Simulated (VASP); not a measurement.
A run of VASP 6.6.1:

Contents of POSCAR:

```
C
1.0
    0.0000000000      1.7833700000      1.7833700000
    1.7833700000      0.0000000000      1.7833700000
    1.7833700000      1.7833700000      0.0000000000
C
2
Direct
    0.7500000000      0.7500000000      0.7500000000
    0.5000000000      0.5000000000      0.5000000000
```

INCAR.step1

```
ALGO = Normal
EDIFF = 1E-8
ENCUT = 520
GGA = PE
ISIF = 2
ISMEAR = 0
LASPH = T
LCHARG = F
LEPSILON = T
LREAL = F
LWAVE = F
NELM = 80
PREC = Accurate
SIGMA = 0.02
```

File KPOINTS.step1:

```
Automatic mesh
0
G
  12 12 12
  0 0 0
```

Contents of INCAR.step2:

```
ALGO = Normal
EDIFF = 1E-5
ENCUT = 520
GGA = PE
ISIF = 2
ISMEAR = 0
LASPH = T
LCHARG = F
LREAL = F
LWAVE = T
NELM = 80
PREC = Accurate
SIGMA = 0.02
```

File KPOINTS.step2:

```
k-points
0
Gamma
  8 8 8
```

Contents of INCAR.step3:

```
AEXX = 0.1709
ALGO = Normal
EDIFF = 1E-7
ENCUT = 520
GGA = PE
HFRCUT = -1
ISIF = 2
ISMEAR = 0
ISTART = 1
LASPH = T
LCHARG = F
LHFCALC = T
LREAL = F
LWAVE = F
NELM = 80
PREC = Accurate
PRECFOCK = Fast
SIGMA = 0.02
```

Contents of KPOINTS.step3:

```
k-points
0
Gamma
  8 8 8
```

KPOINTS_OPT

```
path GXWKGLUWLK,UX
10
line-mode
reciprocal
 0.0000000000  0.0000000000  0.0000000000  G
 0.5000000000  0.0000000000  0.5000000000  X

 0.5000000000  0.0000000000  0.5000000000  X
 0.5000000000  0.2500000000  0.7500000000  W

 0.5000000000  0.2500000000  0.7500000000  W
 0.3750000000  0.3750000000  0.7500000000  K

 0.3750000000  0.3750000000  0.7500000000  K
 0.0000000000  0.0000000000  0.0000000000  G

 0.0000000000  0.0000000000  0.0000000000  G
 0.5000000000  0.5000000000  0.5000000000  L

 0.5000000000  0.5000000000  0.5000000000  L
 0.6250000000  0.2500000000  0.6250000000  U

 0.6250000000  0.2500000000  0.6250000000  U
 0.5000000000  0.2500000000  0.7500000000  W

 0.5000000000  0.2500000000  0.7500000000  W
 0.5000000000  0.5000000000  0.5000000000  L

 0.5000000000  0.5000000000  0.5000000000  L
 0.3750000000  0.3750000000  0.7500000000  K

 0.6250000000  0.2500000000  0.6250000000  U
 0.5000000000  0.0000000000  0.5000000000  X
```

Potentials or basis: VASP PAW PBE potentials, release 64 (C).

Launch:

```console
$ cat potpaw_PBE.64/C/POTCAR > POTCAR
$ cp INCAR.step1 INCAR
$ cp KPOINTS.step1 KPOINTS
$ mpirun -np 1 vasp_std > vasp.out
$ cp INCAR.step2 INCAR
$ cp KPOINTS.step2 KPOINTS
$ mpirun -np 1 vasp_std > vasp.out
$ cp INCAR.step3 INCAR
$ cp KPOINTS.step3 KPOINTS
$ mpirun -np 1 vasp_std > vasp.out
```

Hardware: 1 thread of Intel(R) Xeon(R) Platinum 8259CL CPU @ 2.50GHz (Skylake/Cascade Lake), with other jobs on the host.

Task: Estimate the wall time of this run.

Result: It took 13 min on 1 thread of Intel(R) Xeon(R) Platinum 8259CL CPU @ 2.50GHz (Skylake/Cascade Lake), on a shared host, peak memory 0.16 GiB. Counts: scf iterations 35, k points 29.
